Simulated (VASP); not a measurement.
Input of a VASP 6.6.1 run:

File INCAR:

```
PREC = Accurate
ENCUT = 600
EDIFF = 1E-7
ISMEAR = 0
SIGMA = 0.03
LREAL = False
LASPH = True
NELM = 80
ALGO = Normal
ISIF = 3
LWAVE = False
LCHARG = False
GGA = PE
IVDW = 12
IBRION = 2
NSW = 90
EDIFFG = -0.005
```

The input KPOINTS:

```
regular mesh
0
Gamma
  12 12 6
```

Contents of POSCAR:

```
Si                                      
1.0
    2.6496558341     -0.0000000000      0.0000000000
   -1.3248279171      2.2946692637     -0.0000000000
   -0.0000000000     -0.0000000000      4.4582610126
  Si            
     2
Direct
     0.3333333300000021    0.6666666699999979    0.2500000000000000
     0.6666666699999979    0.3333333300000021    0.7500000000000000
```

Potentials or basis: VASP PAW PBE potentials, release 64 (Si).

Command:

```sh
$ cat potpaw_PBE.64/Si/POTCAR > POTCAR
$ mpirun -np 1 vasp_std > vasp.out
```

Q: What does it give for the band gap on the k mesh?

A: None (metal or under the smearing width).

Q: What does it give for the relaxed volume?

A: 13.55 Å³/atom.

Q: What does it give for the dispersion energy per atom?

A: -0.459 eV.

Q: Predict the relaxed cell.

A: a = 2.649 Å, b = 2.649 Å, c = 4.457 Å, α = 90.00°, β = 90.00°, γ = 120.00°.

Final structure:
```
CELL_PARAMETERS angstrom
2.64946 0.00000 0.00000
-1.32473 2.29450 0.00000
0.00000 0.00000 4.45703
ATOMIC_POSITIONS crystal
Si 0.33333 0.66667 0.25000
Si 0.66667 0.33333 0.75000
```

Caveat: pairwise dispersion overbinds metals, which lowers pressure and volume.
